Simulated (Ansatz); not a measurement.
TiO2:

```
CELL_PARAMETERS angstrom
6.15358 -1.88347 0.00000
6.15358 1.88347 0.00000
-1.92833 0.00000 6.32897
ATOMIC_POSITIONS crystal
Ti 0.90007 0.90007 0.28960
Ti 0.19529 0.19529 0.28376
Ti 0.09993 0.09993 0.71040
Ti 0.80471 0.80471 0.71624
O 0.36193 0.36193 0.29340
O 0.26349 0.26349 0.65250
O 0.86719 0.86719 0.99529
O 0.73651 0.73651 0.34750
O 0.94165 0.94165 0.63002
O 0.13281 0.13281 0.00471
O 0.63807 0.63807 0.70660
O 0.05835 0.05835 0.36998
```

The cell comes from a database or a generator and needn't be the stable form of this composition.

- Program: Ansatz 0.2.0
- Task: relaxation of cell and atoms
- Functional: RPBE
- Dispersion: D4
- Potentials or basis: Ansatz PAW
- Cutoff: 420 eV (not typed: the program's choice for these potentials)
- k mesh: 8 × 8 × 4
- Occupations: fermi-dirac, width 0.05 eV
- Spin: no spin polarisation

At the start: volume 12.23 Å³/atom.

Task: How do energy, volume and symmetry change on relaxing?

Result: It ends after 8 steps and the volume is 11.97 Å³/atom (-2.1 %); space group C2/m (No. 12, to 0.05 Å).

Step by step:
| step | energy change (eV) | largest force (eV/Å) | volume (Å³) |
| --- | --- | --- | --- |
| 1 | 0.0000 | 0.2773 | 146.71 |
| 2 | -0.0444 | 0.1337 | 144.63 |
| 3 | -0.0545 | 0.0567 | 143.64 |
| 4 | -0.0556 | 0.0275 | 143.75 |
| 5 | -0.0555 | 0.0080 | 143.80 |
| 6 | -0.0467 | 0.0079 | 143.80 |
| 7 | -0.0471 | 0.0032 | 143.70 |
| 8 | -0.0468 | 0.0032 | 143.70 |

Final structure:
```
Ti O
1.0
     6.09838   -1.86468   -0.00622
     6.09838    1.86468   -0.00622
    -1.91743    0.00000    6.32028
Ti O
4 8
Direct
  0.89969 0.89969 0.29004
  0.19361 0.19361 0.28032
  0.10031 0.10031 0.70996
  0.80639 0.80639 0.71968
  0.36206 0.36206 0.29567
  0.26523 0.26523 0.65530
  0.86695 0.86695 0.99748
  0.73477 0.73477 0.34470
  0.94152 0.94152 0.62989
  0.13305 0.13305 0.00252
  0.63794 0.63794 0.70433
  0.05848 0.05848 0.37011
```

Caveat: the plane-wave basis is chosen anew once the cell has moved, so the energies of steps on either side of that aren't comparable; the pressure holds a Pulay correction of +0.6 GPa for the finite cutoff; the PAW data sets come from PBE, with cores solved anew for the run's functional, which leaves a small shift of forces and pressure.
